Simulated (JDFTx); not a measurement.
Runs of JDFTx 1.7.0 (patched build) on As. Symmetry: R-3m, No. 166, trigonal system. Conventional cell: a = 3.762 Å, b = 3.762 Å, c = 10.542 Å, α = 90.00°, β = 90.00°, γ = 120.00°. As (site symmetry 3m) is surrounded by 3 As at 2.51 Å. 

```csv
task,level,potentials or basis,spin,cell,k mesh,cutoff (eV),band ratio of the Davidson solver,max SCF steps,SCF threshold on the energy,solver of the electrons,further solve for the empty bands,gap on the mesh (eV),pressure (GPa),relaxed volume (Å³/atom),largest force (eV/Å)
relaxation of cell and atoms,LDA,SG15-PBE-1.2 with smoothed tails,off,relaxed,3 × 3 × 3,1088,-,100,1e-09 Ha,scf,no,1.67,0.0,21.70,-
relaxation of cell and atoms,TPSS,SG15-PBE-1.2 with smoothed tails,off,relaxed,3 × 3 × 3,1088,-,100,1e-09 Ha,scf,no,1.60,0.0,22.62,-
relaxation of cell and atoms,r2SCAN,SG15-PBE-1.2 with smoothed tails,off,relaxed,6 × 6 × 6,1088,-,100,1e-09 Ha,scf,no,none,0.0,(b),0.01
relaxation of cell and atoms,SCAN,SG15-PBE-1.2 with smoothed tails,off,relaxed,3 × 3 × 3,1088,-,100,1e-09 Ha,scf,no,1.75,0.0,22.44,-
relaxation of cell and atoms,r2SCAN,SG15-PBE-1.2 with smoothed tails,off,relaxed,3 × 3 × 3,1088,-,100,1e-09 Ha,scf,no,1.72,0.0,22.40,-
single point,PBE,PseudoDojo-FR-PBE-0.4-standard with smoothed tails,"SOC, no magnetisation",as given,4 × 4 × 4,1143,-,100,1e-08 Ha,scf,yes,-,3.8,-,0.10
single point,PBE,PseudoDojo-SR-PBE-0.4.1-standard with smoothed tails,off,as given,4 × 4 × 4,1143,-,100,1e-09 Ha,scf,yes,-,3.8,-,0.10
relaxation of cell and atoms,AM05,SG15-PBE-1.2 with smoothed tails,off,relaxed,3 × 3 × 3,1088,-,100,1e-09 Ha,scf,no,1.66,0.0,21.71,-
relaxation of cell and atoms,RPBE,SG15-PBE-1.2 with smoothed tails,off,relaxed,3 × 3 × 3,1088,-,100,1e-09 Ha,scf,no,(c),0.0,22.80,-
relaxation of cell and atoms,PBEsol,SG15-PBE-1.2 with smoothed tails,off,relaxed,3 × 3 × 3,1088,-,100,1e-09 Ha,scf,no,1.66,0.0,(a),-
```

Alike in all rows: smearing fermi-dirac 0.05 eV; the mesh is coarse, so values aren't converged.

Estimate the missing entries.

(a) 21.73; (b) 22.68; (c) 1.58.

Caveats: some runs use coarse meshes; the potentials were made for another functional, which shifts forces and pressure (some runs); an odd mesh through Γ misses points on the zone boundary, where band edges often lie (some runs); meta-GGA forces are noisy on this grid (some runs).

A k mesh can miss the band edges, and rows without SOC leave out spin-orbit coupling on As.

A gap of «none» marks a metal or a gap under the smearing width.

The runs don't all hold the same shells in valence.
